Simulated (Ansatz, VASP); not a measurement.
BP in VASP and in Ansatz

POSCAR

```
BP
1.0
    0.0000000000      2.2453534552      2.2453534552
    2.2453534552      0.0000000000      2.2453534552
    2.2453534552      2.2453534552      0.0000000000
B P
1 1
Direct
    0.0000000000      0.0000000000      0.0000000000
    0.2500000000      0.2500000000      0.2500000000
```

File INCAR.step1:

```
PREC = Accurate ; ENCUT = 520
ISMEAR = 0 ; SIGMA = 0.02
LREAL = False ; LASPH = True
NELM = 60 ; NBANDS = 11
GGA = PE ; ALGO = Normal
EDIFF = 1E-4 ; LWAVE = True
LCHARG = False
```

INCAR.step2

```
PREC = Accurate ; ENCUT = 520
EDIFF = 1E-6 ; ISMEAR = 0
SIGMA = 0.02 ; LREAL = False
LASPH = True ; NELM = 60
ALGO = Normal ; ISIF = 2
LWAVE = False ; LCHARG = True
METAGGA = R2SCAN ; LMIXTAU = True
LELF = True ; LVHAR = True
NBANDS = 11 ; ISTART = 1
```

File KPOINTS:

```
regular mesh
0
Gamma
  10 10 10
```

Input for Ansatz:

```yaml
crystal:
  lattice:
    - [0.0, 2.2453534552, 2.2453534552]
    - [2.2453534552, 0.0, 2.2453534552]
    - [2.2453534552, 2.2453534552, 0.0]
  atoms:
    - { symbol: B, position: [0.0, 0.0, 0.0] }
    - { symbol: P, position: [0.25, 0.25, 0.25] }
basis:
  ecutwfc: 500
kpoints:
  mp_grid: { grid: [10, 10, 10] }
hamiltonian:
  xc: r2scan
scf:
  occupations: { method: gaussian, width: 0.02 }
output:
  forces: true
  stress: true
  eigenvalues: true
  write_density: true
  write_potential: true
  elf: true
  volumetric_format: npy
```

Alike in both runs: task single point; functional r2SCAN; k mesh 10 × 10 × 10; occupations gaussian, width 0.02 eV; no spin polarisation.

```csv
,VASP,Ansatz
version,VASP 6.6.1,Ansatz 0.2.0
potentials or method,"VASP PAW PBE potentials, release 64 (B, P)","scalar-relativistic, plane waves, PAW"
plane-wave cutoff (eV),520,500
valence electrons in the cell,8,8
```

|  | VASP | Ansatz | Ansatz less VASP |
| --- | --- | --- | --- |
| gap on the k mesh at the Fermi level (eV) | 1.40 | 1.37 | -0.030 |
| least direct gap on the mesh (eV) | 3.69 | 3.65 | -0.040 |
| pressure (GPa) | 4.9 | 5.5 | +0.54 |

The functional is the same, so the differences come from potentials, cutoffs and numerics.

Caveats: the PAW data sets were made with another functional, which shifts forces and pressure a little (VASP). A k mesh can miss the band edges. r2SCAN opens gaps a little over a GGA but as a rule still falls short of measured ones.
